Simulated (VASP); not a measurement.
# SnS (Pnma) in VASP: a series of runs, part 2 of 2

VASP 6.6.1.

## Step 3: G0W0 quasiparticle levels, PBE

Input file POSCAR:

```
SnS                                     
1.0
   11.1022374874      0.0000000000      0.0000000000
    0.0000000000      3.9856082172     -0.0000000000
    0.0000000000     -0.0000000000      4.2298603285
  Sn              S             
     4     4
Direct
     0.1185162891901852    0.2500000000000000    0.1099913202687088
     0.3814837108098147    0.7500000000000000    0.6099913202687088
     0.6185162891901854    0.2500000000000000    0.3900086797312914
     0.8814837108098146    0.7500000000000000    0.8900086797312912
     0.8532534664354092    0.2500000000000000    0.4743739447068732
     0.6467465335645908    0.7500000000000000    0.9743739447068731
     0.3532534664354092    0.2500000000000000    0.0256260552931269
     0.1467465335645908    0.7500000000000000    0.5256260552931269
```

Input file INCAR.step1:

```
  PREC = Accurate
  ENCUT = 500
  EDIFF = 1E-8
  ISMEAR = 0
  SIGMA = 0.01
  LREAL = False
  LASPH = True
  NELM = 80
  ALGO = Normal
  LWAVE = True
  LCHARG = False
  GGA = PE
```

Input file INCAR.step2:

```
  PREC = Accurate
  ENCUT = 500
  EDIFF = 1E-8
  ISMEAR = 0
  SIGMA = 0.01
  LREAL = False
  LASPH = True
  NELM = 1
  ALGO = Exact
  LWAVE = True
  LCHARG = False
  GGA = PE
  NBANDS = 766
  LOPTICS = True
  ISTART = 1
```

Input file INCAR.step3:

```
  PREC = Accurate
  ENCUT = 500
  EDIFF = 1E-8
  ISMEAR = 0
  SIGMA = 0.01
  LREAL = False
  LASPH = True
  ALGO = EVGW0
  LWAVE = False
  LCHARG = False
  GGA = PE
  NELMGW = 1
  NBANDS = 768
  ENCUTGW = 150
  NOMEGA = 48
  PRECFOCK = Fast
  ISTART = 1
  NBANDSGW = 48
```

Input file KPOINTS:

```
Automatic mesh
0
Gamma
  1 4 4
```

Potentials or basis: VASP PAW PBE potentials, release 64 (Sn_d_GW, S_GW).

The run is started by

```
$ cat potpaw_PBE.64/Sn_d_GW/POTCAR potpaw_PBE.64/S_GW/POTCAR > POTCAR
$ cp INCAR.step1 INCAR
$ mpirun -np 4 vasp_std > vasp.out
$ cp INCAR.step2 INCAR
$ mpirun -np 4 vasp_std > vasp.out
$ cp INCAR.step3 INCAR
$ mpirun -np 4 vasp_std > vasp.out
```

OUTCAR:

```text
PREC = Accurate
   ENCUT = 500
   EDIFF = 1E-8
   ISMEAR = 0
   LREAL = False
   LASPH = True
   GGA = PE
   NELMGW = 1
   ENCUTGW = 150
   PRECFOCK = Fast
   ISTART = 1

 ion  position               nearest neighbor table
   1  0.119  0.250  0.110-   7 2.63   8 2.68   8 2.68
   2  0.381  0.750  0.610-   8 2.63   7 2.68   7 2.68
   3  0.619  0.250  0.390-   5 2.63   6 2.68   6 2.68
   4  0.881  0.750  0.890-   6 2.63   5 2.68   5 2.68
   5  0.853  0.250  0.474-   3 2.63   4 2.68   4 2.68
   6  0.647  0.750  0.974-   4 2.63   3 2.68   3 2.68
   7  0.353  0.250  0.026-   1 2.63   2 2.68   2 2.68
   8  0.147  0.750  0.526-   2 2.63   1 2.68   1 2.68

  LATTYP: Found a simple orthorhombic cell.
 ALAT       =     3.9856082172
 B/A-ratio  =     1.0612835226
 C/A-ratio  =     2.7855817437

  Lattice vectors:

 A1 = (   0.0000000000,   3.9856082172,   0.0000000000)
 A2 = (   0.0000000000,   0.0000000000,   4.2298603285)
 A3 = (  11.1022374874,   0.0000000000,   0.0000000000)

Analysis of symmetry for initial positions (statically):
=====================================================================
 Subroutine PRICEL returns:
 Original cell was already a primitive cell.

[... 140 lines left out ...]
  volume/ion in A,a.u.               =      23.40       157.88
  Fermi-wavevector in a.u.,A,eV,Ry     =   1.233184  2.330379 20.690952  1.520742
  Thomas-Fermi vector in A             =   2.367924
   LORBIT       =      0    0 simple, 1 ext, 2 COOP (PROOUT), +10 PAW based schemes
   GGA     = PE    functional components
   LHFCALC =     T    Hartree Fock is set to
   PRECFOCK=fast      Normal, Fast or Accurate (Low or Medium for compatibility)
   ENCUT4O =  -1.0   cutoff for four orbital integrals eV
   NKREDX  =     1    reduce k-point grid by
   NKREDY  =     1    reduce k-point grid by
   NKREDZ  =     1    reduce k-point grid by
   AEXX    =    1.0000 exact exchange contribution
   HFSCREEN=    0.0000 screening length (either q_TF or 0.3 A-1)
   HFSCREENC=   0.0000 screening length for correlation (either q_TF or 0.3 A-1)
   ENCUTFOCK=  -1.0 apply spherical cutoff to Coloumb kernel
   IVDW    =     0    specifies the selected vdW correction
   LEPSILON=     F    determine dielectric tensor
   LRPA    =     F    only Hartree local field effects (RPA)
   LRPAFORCE           =     F    calculate RPA forces
   ENCUTGW             = 150.0    cutoff for response function in eV
   ENCUTGWSOFT         = 120.0    soft cutoff for Coulomb kernel in GW response function in eV
   ENCUTLF             =  -1.0    cutoff for local field effects
   NELMGW              =     1    number of iterations in solving QP/BSE equation
   NELMHF              =     1    number of iterations in the inner HF iteration
   NKREDLFX            =     1    NKREDLFY  =   1   NKREDLFZ  =   1
 non-spin polarized calculation
 Gauss-broadening in eV      SIGMA  =   0.01
  energy-cutoff  :      500.00
  volume of cell :      187.17
 maximum number of plane-waves:      4789
 NGX is ok and might be reduce to    84
  NGX = 48; NGY = 16; NGZ = 18
   NGX = 41   NGY = 15   NGZ = 15
 maximum number of plane-waves:       788
 NGX is ok and might be reduce to    48

 QP shifts <psi_nk| G(iteration)W_0 |psi_nk>: iteration 1
 for sc-GW calculations column KS-energies equals QP-energies in previous step
 and V_xc(KS)=  KS-energies - (<T + V_ion + V_H > + <T+V_H+V_ion>^1  + <V_x>^1)

 k-point   1 :       0.0000    0.0000    0.0000
  band No.  KS-energies  QP-energies   sigma(KS)   V_xc(KS)     V^pw_x(r,r')   Z            occupation Imag(sigma)

      1     -16.1020     -18.6529     -21.1648     -17.4459     -27.0551       0.6859       2.0000       0.2608
      2     -16.0774     -18.6562     -21.2283     -17.4781     -27.0441       0.6877       2.0000       0.2224
      3     -16.0774     -18.6562     -21.2283     -17.4781     -27.0441       0.6877       2.0000       0.2224
      4     -16.0672     -18.6382     -21.2328     -17.4859     -27.0284       0.6862       2.0000       0.2026
      5     -16.0596     -18.6444     -21.2366     -17.4888     -27.0705       0.6897       2.0000       0.2276
      6     -16.0596     -18.6444     -21.2366     -17.4888     -27.0705       0.6897       2.0000       0.2276
[... 456 lines left out ...]
     47      10.0828      10.1284     -10.7381     -10.7991      -5.9392       0.7473       0.0000      -0.1856
     48      10.0828      10.1284     -10.7381     -10.7991      -5.9392       0.7473       0.0000      -0.1856
```

OUTCAR.step2:

```text
PREC = Accurate
   ENCUT = 500
   EDIFF = 1E-8
   ISMEAR = 0
   LREAL = False
[... 1062 lines left out ...]
     0.00000    36.00760    17.49158    15.74941     0.00000     0.00000     0.00000
     1.83737    37.05361    27.39501    15.80979     0.00000     0.00000     0.00000
     3.67474   -15.48656     5.17813     6.95884     0.00000    -0.00000     0.00000
     5.51211    -4.36049    -3.97820     1.58619     0.00000     0.00000     0.00000
     7.34948    -3.55751    -2.60020    -3.00851     0.00000     0.00000     0.00000
     9.18685    -4.92666    -1.53001    -0.38173     0.00000     0.00000     0.00000
[... 92 lines left out ...]
   180.06221     0.97518     0.97785     0.97773     0.00000    -0.00000     0.00000
   181.89958     0.97573     0.97834     0.97823     0.00000    -0.00000     0.00000
```

Run time: 25 min. Hardware: 4 MPI ranks of AMD EPYC 9R45 (Zen 5), shared host; peak memory 1.6 GiB.

What came out:

- Band gap on the k mesh, mean-field level: 0.85 eV, indirect (least direct gap 1.31 eV)
- Quasiparticle gap: 1.15 eV
- Least direct quasiparticle gap: 1.63 eV

Levels at points of the mesh, in eV from the valence-band top:
```tsv
k point	band 36	band 37	band 38	band 39	band 40	band 41	band 42	band 43	band 44	band 45
(0.00, 0.00, 0.00)	-2.14	-1.92	-1.23	-0.73	-0.60	0.85	3.13	3.17	3.25	3.55
(0.00, 0.50, 0.00)	-1.99	-0.96	-0.96	-0.71	-0.71	1.23	1.23	1.83	1.83	2.09
(0.00, 0.00, 0.50)	-1.75	-0.86	-0.86	0.00	0.00	1.54	1.54	1.95	1.95	1.99
(0.00, 0.50, 0.50)	-3.43	-2.49	-2.49	-1.51	-1.51	2.84	2.84	3.10	3.10	4.66
```

Caveat: the k mesh is coarse (spacing up to 0.57 Å⁻¹), so the values aren't converged; bands, screening cutoff and mesh are small and nothing is extrapolated, so the quasiparticle values aren't converged; spin-orbit coupling is left out, which moves the levels of the heavy elements; an odd mesh through Γ misses points on the zone boundary, where band edges often lie.

## Step 4: How close it comes

Step 2. Against the measured gap of SnS, 1.09 eV (indirect; 300 K; “Linear dichroism of the optical properties of SnS and SnSe van der Waals crystals”, 2024, arxiv:2409.17412), the calculated 0.77 eV is off by -0.32 eV. 2 values of this kind are on record (1.09 to 1.16 eV); this one was drawn at random. Spin-orbit coupling on Sn is left out. The value is that of PBE on a finite k mesh, which can miss the band edges, without temperature or zero-point motion. Semilocal functionals fall short of measured gaps as a rule.
